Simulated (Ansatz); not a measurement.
# CdTe (F-43m) in Ansatz: a series of runs

One crystal, CdTe, is run at these levels: PBE; tasks: single point.

Everything below comes from runs of Ansatz 0.2.0. Logs are shortened: lines on timing, memory, paths and dates and some standing lists are left out, and cuts for length are marked.

**Measured values to compare with.**

A printed reference work, data compilation reports, for a bulk crystal of CdTe at 0 K: band gap 1.607 eV.

The results are compared with them further down.

### Step 1. Starting point

Symmetry: F-43m, No. 216, cubic system. The conventional cell has a = 6.410 Å, b = 6.410 Å, c = 6.410 Å, α = 90.00°, β = 90.00°, γ = 90.00°. Te (site symmetry -43m) is surrounded by 4 Cd at 2.78 Å. Cd (site symmetry -43m) is surrounded by 4 Te at 2.78 Å.

### Step 2. Single point, PBE

Input file input.yaml:

```yaml
crystal:
  lattice:
    - [0.0, 3.205, 3.205]
    - [3.205, 0.0, 3.205]
    - [3.205, 3.205, 0.0]
  atoms:
    - { symbol: Te, position: [0.75, 0.75, 0.75] }
    - { symbol: Cd, position: [0.0, 0.0, 0.0] }
kpoints:
  mp_grid: { grid: [4, 4, 4] }
scf:
  occupations: { method: fermi_dirac, width: 0.06 }
hamiltonian:
  xc: pbe
  pseudopotentials: { kind: all_electron, lapw: { basis_error: 0.002 } }
output:
  forces: true
  stress: true
  eigenvalues: true
```

Potentials or basis: all-electron LAPW, scalar-relativistic.

The run is started by

```
$ ansatz run input.yaml --threads 1 --pin off --max-ram 3072MiB --backend cpu --events-out ev --progress --plain --runs-dir out
```

Standard output:

```text
Warning: RAYON_NUM_THREADS=1 ignored (pool sized by the plan → 1); use --threads N
LAPW: plane waves up to 7.939 Å⁻¹, error target 2.0e-3 eV per atom; small_component_spin mean_spin; Cd in spheres of 1.400 Å, 20 of its electrons in bands, Dirac shells []; Te in spheres of 1.376 Å, 24 of its electrons in bands, Dirac shells [] (how accurate: hamiltonian.pseudopotentials.lapw.basis_error, Limitations)
Engine: ansatz 0.2.0, aarch64-unknown-linux-gnu
Pseudopotentials: kind: all_electron
Pseudopotential: Te, LAPW, valence charge 24, lapw/all_electron/scalar/gaussian/Te, Koelling and Harmon's equation, gaussian nucleus
Pseudopotential: Cd, LAPW, valence charge 20, lapw/all_electron/scalar/gaussian/Cd, Koelling and Harmon's equation, gaussian nucleus
Functional definition: PBE
  parameter kappa = 0.804
  parameter beta = 0.06672455060314922
  exchange = pbe_x(kappa = kappa, mu = beta*pi^2/3)
  correlation = pbe_c(beta = beta)
Crystal: 2 atoms, lattice volume = 65.844 Å³
Basis set: ecut = 240.15935009585502 eV, 537 PW (Γ), exchange–correlation at level 2
Bands: 27, of which v1, the nominal top of the filled ones, is band 22 counted from 1 (21 counted from 0)
Symmetry: 24 space group operations
Space group: F-43m (ITA 216), of the structure as read, at distance tolerance 4.0e-5 Å
k-points: 8 of 64 (time reversal used)
Non-local potential: Te, projectors of the file, none
Non-local potential: Cd, projectors of the file, none
Initial density: superposition of atomic densities (chi_scale 0.1, normalization cell, long waves kept (reshape's long-wave potential 0.00 eV rms))
Initial wavefunctions: plane waves of lowest kinetic energy (no species holds an atomic orbital)
Functional: x = pbe(κ = 0.804, μ = 0.2195149727645171), c = pbe(β = 0.06672455060314922)
iter 1 solved again at ethr=1.37e-3 eV; its pass at ethr=1.00e-1 eV (dr2=6.01e-1 eV) is discarded
SCF iter   1: F=—  HF=-337120.830679 eV  |F-HF|=—  |Δ(HF+E_count)|=         —  Δρ=2.11e-2  dr2=6.03e-1  ethr=1.37e-3  ⟨swp⟩=2.0  Hψ=1397  notcnv=0
preconditioner: auto → none  [insulator: Δε(μ)=1.155 eV  Ē_g=11.777 eV  σ=0.060 eV  W_gap=1.00  n_scr=14 (ndim 8)  ℏωp=19.4 eV  f_vac=0.195  D(μ)=0.00/eV (n_scr^D=0)  ε∞_Penn≈3.7]
iter 2 solved again at ethr=5.21e-5 eV; its pass at ethr=1.37e-3 eV (dr2=2.29e-2 eV) is discarded
SCF iter   2: F=—  HF=-337120.612754 eV  |F-HF|=—  |Δ(HF+E_count)|=   2.18e-1  Δρ=6.44e-3  dr2=2.30e-2  ethr=5.21e-5  ⟨swp⟩=2.0  Hψ=1106  notcnv=0
SCF iter   3: F=—  HF=-337120.588963 eV  |F-HF|=—  |Δ(HF+E_count)|=   2.38e-2  Δρ=3.76e-3  dr2=9.30e-3  ethr=5.21e-5  ⟨swp⟩=2.6  Hψ=656  notcnv=0
SCF iter   4: F=—  HF=-337120.588954 eV  |F-HF|=—  |Δ(HF+E_count)|=   8.95e-6  Δρ=1.42e-3  dr2=1.53e-3  ethr=2.11e-5  ⟨swp⟩=2.0  Hψ=615  notcnv=0
SCF iter   5: F=—  HF=-337120.589090 eV  |F-HF|=—  |Δ(HF+E_count)|=   1.36e-4  Δρ=2.54e-4  dr2=3.53e-5  ethr=3.47e-6  ⟨swp⟩=2.1  Hψ=617  notcnv=0
SCF iter   6: F=—  HF=-337120.589112 eV  |F-HF|=—  |Δ(HF+E_count)|=   2.21e-5  Δρ=4.32e-5  dr2=1.10e-6  ethr=8.02e-8  ⟨swp⟩=3.0  Hψ=627  notcnv=0
SCF iter   7: F=-337120.589116 eV  HF=-337120.589116 eV  |F-HF|=5.08e-8  |Δ(HF+E_count)|=   3.30e-6  Δρ=4.81e-6  dr2=1.73e-8  ethr=2.51e-9  ⟨swp⟩=3.0  Hψ=656  notcnv=0
SCF 1 converged in 7 iterations: F = -337120.589116 eV  dr2 = 1.73e-8
SCF converged after 7 iterations
Free energy (F): -337120.589116 eV
Harris-Foulkes:  -337120.589116 eV  (|F-HF|=5.08e-8)
Internal energy: -337120.589075 eV  (E = F + TS)
E sigma→0 (E₀):  -337120.589096 eV
Entropy (-TS):   -0.000041 eV (-0.020 meV/atom)
Fermi energy:    9.837019 eV
--- Per-component energies (eV) ---
  E_band       = -1619.307831
  E_kinetic    = 354737.012548
  E_xc         = -9001.967877
  E_electrostatic = -682855.633746  (all electrons and nuclei)
  E_smearing   = -0.000041  (= −TS)
  E_closure    = 0.000000  (closes the sum)
  E_atoms      = -337115.932394  (free atoms, spherical and without spin; not in F)
  Σ components = -337120.589116   (vs F -337120.589116, Δ=0.00e0)
  Basis errors (estimates in eV, not in F): energy 8.3e-4 per atom: plane waves 7.8e-4 (4.6e-4 summed), levels above the bands 2.0e-58, relativity 8.0e-8, radial functions 4.7e-5, core shells 4.0e-7; eigenvalues (radial functions only) 1.8e-6; not estimated: angular momenta, meshes, grids; target (lapw.basis_error) 2.0e-3; muffin-tin radii Cd 1.400 Å, Te 1.376 Å
--- Forces (eV/Å), atoms counted from 1 ---
  atom   1  Te    -0.00000000     0.00000000     0.00000000
  atom   2  Cd     0.00000000    -0.00000000     0.00000000
  max |Σ_I F_I| component: 2.08e-17 eV/Å
--- Stress (GPa, compression-positive) ---
        4.510077       0.000000      -0.000000
        0.000000       4.510077       0.000000
       -0.000000       0.000000       4.510077
  P = ⅓ Tr σ = 4.5101 GPa (45.101 kbar)
--- Band table (eV; the first three rows and the last of 8) ---
  k-point 0: bands = ["-149.3063", "-99.3458", "-99.3458", "-99.3458", "-92.8644", "-53.9263", "-53.9263", "-53.9263", "-26.6890", "-26.6890", "-26.6890", "-26.6795", "-26.6795", "-1.9899", "0.9453", "0.9453", "0.9453", "1.2287", "1.2287", "9.3733", "9.3733", "9.3733", "10.2346", "13.9513", "13.9513", "13.9513", "16.8674"]
  k-point 1: bands = ["-149.3063", "-99.3458", "-99.3458", "-99.3458", "-92.8644", "-53.9263", "-53.9263", "-53.9263", "-26.6891", "-26.6888", "-26.6888", "-26.6794", "-26.6794", "-1.7741", "0.9845", "0.9845", "1.1548", "1.2281", "1.2281", "6.5565", "8.9150", "8.9150", "11.4100", "14.5233", "14.5233", "14.7971", "17.6465"]
  k-point 2: bands = ["-149.3063", "-99.3458", "-99.3458", "-99.3458", "-92.8644", "-53.9264", "-53.9263", "-53.9263", "-26.6892", "-26.6887", "-26.6887", "-26.6794", "-26.6794", "-1.5617", "1.0144", "1.0144", "1.2386", "1.2386", "1.6132", "4.7535", "8.5474", "8.5474", "11.2167", "14.5528", "14.5528", "16.4476", "18.1348"]
  k-point 7: bands = ["-149.3063", "-99.3458", "-99.3458", "-99.3458", "-92.8644", "-53.9263", "-53.9263", "-53.9263", "-26.6891", "-26.6889", "-26.6883", "-26.6795", "-26.6791", "-1.4339", "1.0816", "1.0833", "1.1972", "1.2275", "1.8583", "5.0220", "6.9166", "7.0327", "13.7357", "14.0417", "14.9673", "15.6661", "19.2161"]
```

Wall time 4.3 s (1 thread of Arm Neoverse V2, shared host); peak memory 0.24 GiB.

Results:

| Quantity | Value |
| --- | --- |
| Free energy | -337120.5891 eV |
| Pressure | 4.5 GPa |
| Band gap on the k mesh | 0.86 eV, direct |

Caveat: the k mesh is coarse (spacing up to 0.42 Å⁻¹), so the values aren't converged; spin-orbit coupling is left out, which moves the levels of the heavy elements. Expect the measured gap to be larger: semilocal functionals such as PBE lack the derivative discontinuity.

### Step 3. Single point, PBE

Input file input.yaml:

```yaml
crystal:
  lattice:
    - [0.0, 3.205, 3.205]
    - [3.205, 0.0, 3.205]
    - [3.205, 3.205, 0.0]
  atoms:
    - { symbol: Te, position: [0.75, 0.75, 0.75] }
    - { symbol: Cd, position: [0.0, 0.0, 0.0] }
kpoints:
  mp_grid: { grid: [7, 7, 7] }
scf:
  occupations: { method: gaussian, width: 0.012 }
hamiltonian:
  xc: pbe
  pseudopotentials: { kind: all_electron, lapw: { basis_error: 0.001 } }
output:
  forces: true
  stress: true
  eigenvalues: true
```

Potentials or basis: all-electron LAPW, scalar-relativistic.

The run is started by

```
$ ansatz run input.yaml --threads 1 --pin off --max-ram 3072MiB --backend cpu --events-out ev --progress --plain --runs-dir out
```

Run time: 10 s. Hardware: 1 thread of Arm Neoverse V2, shared host; peak memory 0.29 GiB.

Results (log left out):

* Free energy: -337120.6535 eV
* Pressure: 4.3 GPa
* Band gap on the k mesh: 0.87 eV, direct

Levels at points of the mesh, in eV from the valence-band top:
| k point | band 19 | band 20 | band 21 | band 22 | band 23 | band 24 | band 25 | band 26 |
| --- | --- | --- | --- | --- | --- | --- | --- | --- |
| (0.00, 0.00, 0.00) | -8.11 | 0.00 | 0.00 | 0.00 | 0.87 | 4.60 | 4.60 | 4.60 |

Caveat: spin-orbit coupling is left out, which moves the levels of the heavy elements.

### Step 4. How close it comes

Step 3. A measured gap of CdTe is 1.607 eV (0 K; a printed reference work, data compilation); the calculated 0.87 eV misses it by -0.73 eV. Spin-orbit coupling on Cd, Te is left out. The value is that of PBE, without temperature or zero-point motion. Semilocal functionals fall short of measured gaps as a rule.
